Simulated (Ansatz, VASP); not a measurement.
# Cross-check of SiGe between VASP and Ansatz, part 2 of 2

Wanted: the spread between two codes on one cell, functional and k mesh. The cell is generated by rule, not measured, and may not be a known phase. Of the first pair: The cell is taken from a series of runs on this material, whose earlier steps may have relaxed, scaled, displaced or heated it; both programs get it as it stands.

VASP 6.6.1 and Ansatz 0.2.0.

So far: The structure; VASP: relaxation of cell and atoms, LDA, pair 1; Ansatz: relaxation of cell and atoms, LDA, pair 1; Differences.

**5. Ansatz: relaxation of cell and atoms, LDA, pair 2**

Level of this step: Ansatz beside VASP: Kohn-Sham DFT, plane waves, LDA (Ansatz).

The relaxed volume is the usual yardstick between codes: in a stiff, nearly cubic crystal its relative difference is about their pressure difference at one cell divided by the bulk modulus.

The cell is taken from a series of runs on this material, whose earlier steps may have relaxed, scaled, displaced or heated it; both programs get it as it stands.

Contents of input.yaml:

```yaml
crystal:
  lattice:
    - [5.5291090107, -0.0017896911, 0.0]
    - [-0.0017896911, 5.5291090107, 0.0]
    - [0.0, 0.0, 5.5276290949]
  atoms:
    - { symbol: Si, position: [0.0, 0.5, 0.505032229] }
    - { symbol: Si, position: [0.7524855972, 0.2524855972, 0.7475868896] }
    - { symbol: Si, position: [0.2475144028, 0.7475144028, 0.7475868896] }
    - { symbol: Ge, position: [0.0, 0.0, -0.0055824054] }
    - { symbol: Ge, position: [0.5, 0.5, -0.0055824054] }
    - { symbol: Ge, position: [0.5, 0.0, 0.5054950751] }
    - { symbol: Ge, position: [0.2473029299, 0.2526970701, 0.2527318638] }
    - { symbol: Ge, position: [0.7526970701, 0.7473029299, 0.2527318638] }
kpoints:
  mp_grid: { grid: [6, 6, 6] }
hamiltonian:
  xc: lda
  pseudopotentials: { kind: paw, azcp: { folder: soft_1 }, xc_functional: pbe }
scf:
  occupations: { method: fixed }
output:
  forces: true
  stress: true
  eigenvalues: true
relax:
  adjacent_minimum: "off"
  f_tol: 0.001
  max_steps: 60
  cell: { stress_tol: 0.01 }
```

Launch:

```bash
$ ansatz run input.yaml --threads 4 --pin off --max-ram 16384MiB --backend cpu --events-out ev --progress --plain --runs-dir out
```

Numbers of over 12 decimals in the logs are rounded to 6 here.

The log of the run:

```text
[...]
Crystal: 8 atoms, lattice volume = 168.985 Å³
Basis set: ecut = 420 eV, 3287 PW (Γ)
Bands: 50, of which v1, the nominal top of the filled ones, is band 41 counted from 1 (40 counted from 0)
Symmetry: 4 space group operations
[...]
k-points: 52 of 216 (time reversal used)
[...]
- [0, 0, 5.527339]
  atoms:
    - { symbol: Si, position: [0, 0.500000, 0.505057] }
    - { symbol: Si, position: [0.752494, 0.252494, 0.747579] }
    - { symbol: Si, position: [0.247506, 0.747506, 0.747579] }
    - { symbol: Ge, position: [0, 0, -0.0055741] }
    - { symbol: Ge, position: [0.500000, 0.500000, -0.0055741] }
    - { symbol: Ge, position: [0.500000, 0, 0.505486] }
    - { symbol: Ge, position: [0.247313, 0.252687, 0.252724] }
    - { symbol: Ge, position: [0.752687, 0.747313, 0.252724] }
[key lines of the parts left out:]
SCF converged after 6 iterations
Free energy (F): -22904.515080 eV
Fermi energy:    7.787611 eV
P = ⅓ Tr σ = 0.0002 GPa (0.002 kbar)
```

**6. VASP: relaxation of cell and atoms, LDA, pair 2**

The same cell, functional (in two slightly different forms) and mesh now go to VASP, with its own data sets.

Contents of INCAR:

```
SYSTEM = Si3Ge5
PREC = Accurate
ENCUT = 500
EDIFF = 1E-07
NELM = 120
ISMEAR = 0
SIGMA = 0.01
LREAL = .FALSE.
ALGO = Normal
GGA = CA
NBANDS = 50
LORBIT = 11
LWAVE = .FALSE.
LCHARG = .FALSE.
ISIF = 3
IBRION = 2
NSW = 80
EDIFFG = -0.005
LASPH = .TRUE.
GGA_COMPAT = .FALSE.
NELMIN = 4
EFERMI = MIDGAP
KPAR = 2
```

Contents of POSCAR:

```
Si3Ge5
1.0
    5.5291090000     -0.0017900000      0.0000000000
   -0.0017900000      5.5291090000      0.0000000000
    0.0000000000      0.0000000000      5.5276290000
Si Ge
3 5
Direct
    0.0000000000      0.5000000904      0.5050322661
    0.7524856083      0.2524856987      0.7475868949
    0.2475143917      0.7475144821      0.7475868949
    0.0000000000      0.0000000000      0.9944176789
    0.5000000905      0.5000000905      0.9944176789
    0.5000000904      0.0000000000      0.5054950323
    0.2473030153      0.2526970751      0.2527318675
    0.7526971655      0.7473029249      0.2527318675
```

Contents of KPOINTS:

```
Automatic mesh
0
Gamma
6 6 6
0 0 0
```

PAW data sets: Si and Ge_d (LDA family, release 64).

Launch:

```bash
$ mpirun -np 2 vasp_std
```

The log of the run:

```text
[... set-up lines as in an earlier step ...]
 entering main loop
       N       E                     dE             d eps       ncg     rms          rms(c)
DAV:   1     0.875757859622E+03    0.87576E+03   -0.37524E+04  6236   0.376E+03
DAV:   2     0.123369778792E+03   -0.75239E+03   -0.72502E+03  5200   0.960E+02
DAV:   3    -0.326851525233E+02   -0.15605E+03   -0.15166E+03  5682   0.231E+02
DAV:   4    -0.443040680257E+02   -0.11619E+02   -0.11503E+02  6122   0.711E+01
[...]
DAV:  13    -0.437889491948E+02   -0.72469E-08   -0.38053E-06  7358   0.111E-01    0.345E-03
DAV:  14    -0.437889497116E+02   -0.51677E-06   -0.60015E-06  6342   0.254E-02    0.156E-03
DAV:  15    -0.437889497386E+02   -0.27063E-07   -0.63464E-07  5102   0.243E-02
   1 F= -.43788950E+02 E0= -.43788950E+02  d E =-.437889E+02
[...]
N       E                     dE             d eps       ncg     rms          rms(c)
DAV:   1    -0.437903653103E+02   -0.14156E-02   -0.22253E-02  6882   0.180E+00    0.223E-01
[...]
DAV:   7    -0.437889888030E+02   -0.25652E-06   -0.24740E-06  5412   0.136E-02    0.104E-03
DAV:   8    -0.437889886944E+02    0.10855E-06   -0.94377E-08  3306   0.131E-02    0.479E-04
DAV:   9    -0.437889887091E+02   -0.14663E-07   -0.39224E-07  4694   0.635E-03
   2 F= -.43788989E+02 E0= -.43788989E+02  d E =-.389705E-04
 trial-energy change:   -0.000039  1 .order   -0.000017   -0.000118    0.000084
 step:   0.7162(harm=  0.5857)  dis= 0.00031  next Energy=   -43.789000 (dE=-0.504E-04)
[...]
N       E                     dE             d eps       ncg     rms          rms(c)
DAV:   1    -0.437891069514E+02   -0.11826E-03   -0.17860E-03  6866   0.509E-01    0.634E-02
DAV:   2    -0.437890243809E+02    0.82571E-04   -0.18530E-04  6796   0.157E-01    0.320E-02
DAV:   3    -0.437889970610E+02    0.27320E-04   -0.57922E-05  6804   0.797E-02    0.824E-03
DAV:   4    -0.437889955138E+02    0.15472E-05   -0.57851E-06  6504   0.390E-02    0.461E-03
DAV:   5    -0.437889951943E+02    0.31945E-06   -0.13308E-06  5394   0.348E-02    0.157E-03
DAV:   6    -0.437889952144E+02   -0.20076E-07   -0.43846E-07  4654   0.174E-02
   3 F= -.43788995E+02 E0= -.43788995E+02  d E =-.454758E-04
[...]
reached required accuracy - stopping structural energy minimisation
```

OUTCAR, selected parts (step 6):

```text
  Total       -0.0161759     -0.0161759     -0.0216034      0.0014399      0.0000000      0.0000000
  in kB       -0.1532188     -0.1532188     -0.2046281      0.0136392      0.0000000      0.0000000
  external PRESSURE =      -0.1703552 kB  Pullay stress =       0.0000000 kB

 POSITION                                       TOTAL-FORCE (eV/Angst)
 -----------------------------------------------------------------------------------
     -0.00093      2.76548      2.79277        -0.000000      0.000000      0.003277
      4.16163      1.39522      4.13347         0.001814      0.001814     -0.001433
      1.36747      4.13388      4.13347        -0.001814     -0.001814     -0.001433
      0.00000      0.00000      5.49816        -0.000000      0.000000     -0.004543
      2.76455      2.76455      5.49816         0.000000      0.000000     -0.004543
      2.76548     -0.00093      2.79530         0.000000      0.000000      0.004821
      1.36727      1.39728      1.39750        -0.001479      0.001479      0.001927
      4.16183      4.13182      1.39750         0.001479     -0.001479      0.001927
 -----------------------------------------------------------------------------------
    total drift:                               -0.001207      0.000650     -0.002211

  FREE ENERGIE OF THE ION-ELECTRON SYSTEM (eV)
  ---------------------------------------------------
  free  energy   TOTEN  =       -43.7889952144 eV

  energy  without entropy=      -43.7889952144  energy(sigma->0) =      -43.78899521

[... 1 part as in an earlier step ...]

[... 3 further parts left out ...]
[key lines of the parts left out:]
E-fermi :   5.4793
```

**7. Side by side**

Both answers:

| quantity | Ansatz | VASP | difference |
| --- | --- | --- | --- |
| volume (Å³) | 168.98 | 169.15 | -0.10 % |
| edge a after relaxation, in the typed setting (Å) | 5.529 | 5.531 | -0.03 % |
| edge c after relaxation, in the typed setting (Å) | 5.527 | 5.529 | -0.04 % |

**8. VASP: relaxation of cell and atoms, LDA, pair 3**

The relaxed volume is the usual yardstick between codes: in a stiff, nearly cubic crystal its relative difference is about their pressure difference at one cell divided by the bulk modulus.

Edit INCAR of step 6 so:

```diff
@@ -1,2 +1,2 @@
-SYSTEM = Si3Ge5
+SYSTEM = SiGe
 PREC = Accurate
@@ -6,3 +6,3 @@
 ISMEAR = 0
-SIGMA = 0.01
+SIGMA = 0.02
 LREAL = .FALSE.
@@ -10,3 +10,3 @@
 GGA = CA
-NBANDS = 50
+NBANDS = 44
 LORBIT = 11
```

Contents of POSCAR:

```
SiGe
1.0
    5.5044859492     -0.0031832180      0.0000000000
   -0.0031832180      5.5044859492      0.0000000000
    0.0000000000      0.0000000000      5.5009671829
Si Ge
4 4
Direct
    0.5000000000      0.0000000000      0.5049626755
    0.0000000000      0.5000000000      0.5049626755
    0.7500000000      0.2500000000      0.7450373245
    0.2500000000      0.7500000000      0.7450373245
    0.0000000000      0.0000000000      0.9944416480
    0.5000000000      0.5000000000      0.9944416480
    0.2500000000      0.2500000000      0.2555583520
    0.7500000000      0.7500000000      0.2555583520
```

KPOINTS is that of step 6.

Launch:

```bash
$ mpirun -np 2 vasp_std
```

The log of the run:

```text
[... set-up lines as in an earlier step ...]
 entering main loop
       N       E                     dE             d eps       ncg     rms          rms(c)
DAV:   1     0.715768345537E+03    0.71577E+03   -0.33105E+04  5496   0.342E+03
DAV:   2     0.888969510545E+02   -0.62687E+03   -0.60941E+03  4576   0.893E+02
DAV:   3    -0.368226181189E+02   -0.12572E+03   -0.12287E+03  5040   0.213E+02
DAV:   4    -0.452546869729E+02   -0.84321E+01   -0.83797E+01  5608   0.630E+01
[...]
DAV:  11    -0.445538788157E+02   -0.22734E-04   -0.24355E-05  5444   0.244E-02    0.896E-03
DAV:  12    -0.445538771058E+02    0.17099E-05   -0.40592E-06  4640   0.937E-03    0.456E-03
DAV:  13    -0.445538771204E+02   -0.14563E-07   -0.42566E-07  4648   0.434E-03
   1 F= -.44553877E+02 E0= -.44553877E+02  d E =-.445539E+02
[...]
N       E                     dE             d eps       ncg     rms          rms(c)
DAV:   1    -0.445542072875E+02   -0.33018E-03   -0.57084E-03  6140   0.918E-01    0.109E-01
DAV:   2    -0.445539671737E+02    0.24011E-03   -0.60171E-04  5968   0.292E-01    0.551E-02
DAV:   3    -0.445538864287E+02    0.80745E-04   -0.18083E-04  6348   0.142E-01    0.143E-02
DAV:   4    -0.445538820164E+02    0.44122E-05   -0.16568E-05  5556   0.454E-02    0.884E-03
DAV:   5    -0.445538807899E+02    0.12266E-05   -0.12593E-06  5864   0.103E-02    0.321E-03
DAV:   6    -0.445538807604E+02    0.29433E-07   -0.23259E-07  3264   0.618E-03
   2 F= -.44553881E+02 E0= -.44553881E+02  d E =-.364007E-05
 trial-energy change:   -0.000004  1 .order   -0.000011   -0.000035    0.000012
 step:   0.4967(harm=  0.7373)  dis= 0.00011  next Energy=   -44.553885 (dE=-0.774E-05)
 reached required accuracy - stopping structural energy minimisation
```

OUTCAR, selected parts (step 8):

```text
  Total        0.0208746      0.0208746      0.0144020     -0.0085298      0.0000000      0.0000000
  in kB        0.2008047      0.2008047      0.1385409     -0.0820530      0.0000000      0.0000000
  external PRESSURE =       0.1800501 kB  Pullay stress =       0.0000000 kB

 POSITION                                       TOTAL-FORCE (eV/Angst)
 -----------------------------------------------------------------------------------
      2.74828      5.50160      2.77690         0.000000     -0.000000      0.000292
     -0.00168      2.75164      2.77690         0.000000     -0.000000      0.000292
      4.12662      1.37330      4.09727        -0.000000      0.000000     -0.000292
      1.37330      4.12662      4.09727        -0.000000      0.000000     -0.000292
      5.49992      5.49992      5.46855        -0.000000      0.000000     -0.000516
      2.74996      2.74996      5.46855         0.000000     -0.000000     -0.000516
      1.37498      1.37498      1.40562        -0.000000      0.000000      0.000516
      4.12494      4.12494      1.40562         0.000000      0.000000      0.000516
 -----------------------------------------------------------------------------------
    total drift:                                0.000000      0.000000      0.000000

  FREE ENERGIE OF THE ION-ELECTRON SYSTEM (eV)
  ---------------------------------------------------
  free  energy   TOTEN  =       -44.5538807604 eV

  energy  without entropy=      -44.5538807604  energy(sigma->0) =      -44.55388076

[... 2 parts as in an earlier step ...]

[... 2 further parts left out ...]
[key lines of the parts left out:]
E-fermi :   5.6258
```

**9. Ansatz: relaxation of cell and atoms, LDA, pair 3**

Its own start cell and the same functional (in two slightly different forms), mesh and smearing now go to Ansatz, which takes its cutoff from its data sets.

The two relaxations start from unlike cells of this crystal, so only their ends are compared.

input.yaml, the sections that differ from step 5:

```yaml
crystal:
  lattice:
    - [5.545, 0.0, 0.0]
    - [0.0, 5.545, 0.0]
    - [0.0, 0.0, 5.545]
  atoms:
    - { symbol: Si, position: [0.5, 0.0, 0.5] }
    - { symbol: Si, position: [0.0, 0.5, 0.5] }
    - { symbol: Si, position: [0.75, 0.25, 0.75] }
    - { symbol: Si, position: [0.25, 0.75, 0.75] }
    - { symbol: Ge, position: [0.0, 0.0, 0.0] }
    - { symbol: Ge, position: [0.5, 0.5, 0.0] }
    - { symbol: Ge, position: [0.25, 0.25, 0.25] }
    - { symbol: Ge, position: [0.75, 0.75, 0.25] }
scf:
  occupations: { method: gaussian, width: 0.02 }
relax:
  adjacent_minimum: "off"
  f_tol: 0.004
  max_steps: 80
  cell: { stress_tol: 0.04 }
# kpoints, hamiltonian, output: as in step 5
```

Launch:

```bash
$ ansatz run input.yaml --threads 4 --pin off --max-ram 16384MiB --backend cpu --events-out ev --progress --plain --runs-dir out
```

The log of the run:

```text
[...]
Crystal: 8 atoms, lattice volume = 170.492 Å³
Basis set: ecut = 420 eV, 3287 PW (Γ)
Bands: 44, of which v1, the nominal top of the filled ones, is band 36 counted from 1 (35 counted from 0)
Symmetry: 16 space group operations
[...]
k-points: 52 of 216
[...]
- [0.0, 0.0, 5.498186]
  atoms:
    - { symbol: Si, position: [0.500000, 0.0, 0.504881] }
    - { symbol: Si, position: [0.0, 0.500000, 0.504881] }
    - { symbol: Si, position: [0.750000, 0.250000, 0.745119] }
    - { symbol: Si, position: [0.250000, 0.750000, 0.745119] }
    - { symbol: Ge, position: [0, 0, -0.00549518] }
    - { symbol: Ge, position: [0.5, 0.5, -0.00549518] }
    - { symbol: Ge, position: [0.25, 0.25, 0.255495] }
    - { symbol: Ge, position: [0.750000, 0.750000, 0.255495] }
[key lines of the parts left out:]
SCF converged after 5 iterations
Free energy (F): -19297.438976 eV
Fermi energy:    7.666278 eV
P = ⅓ Tr σ = 0.0071 GPa (0.071 kbar)
```

**10. Comparison**

The two programs side by side:

```csv
quantity,Ansatz,VASP,difference
volume (Å³),166.45,166.55,-0.06 %
"edge a after relaxation, in the typed setting (Å)",5.502,5.503,-0.02 %
"edge c after relaxation, in the typed setting (Å)",5.498,5.499,-0.02 %
```

**11. What came out**

```
difference in volume (relaxation of cell and atoms, LDA, pair 1) : -0.13 %
difference in volume (relaxation of cell and atoms, LDA, pair 2) : -0.100 %
difference in volume (relaxation of cell and atoms, LDA, pair 3) : -0.059 %
```

What this shows: The difference in volume is -0.13 % (relaxation of cell and atoms, LDA, pair 1), within the 1.2 % picked in this series as the mark of a large difference, as far as the stopping tolerances let one tell. 3 further runs of this series are not shown here. How closely two codes agree says nothing of how well the functional describes the real material.

[Lines on the potential files, build, host, timing and source positions are cut from VASP's logs without a mark.]

[Logs are printed without paths, hosts, clocks, repeated set-up lines and the standing remarks that a program may print on its own settings, such as how far it seeks lower states.]

[Hosts, paths, dates, database ids (printed as entryN), source tags and the programs' standing remarks are cut or masked in the printed files.]
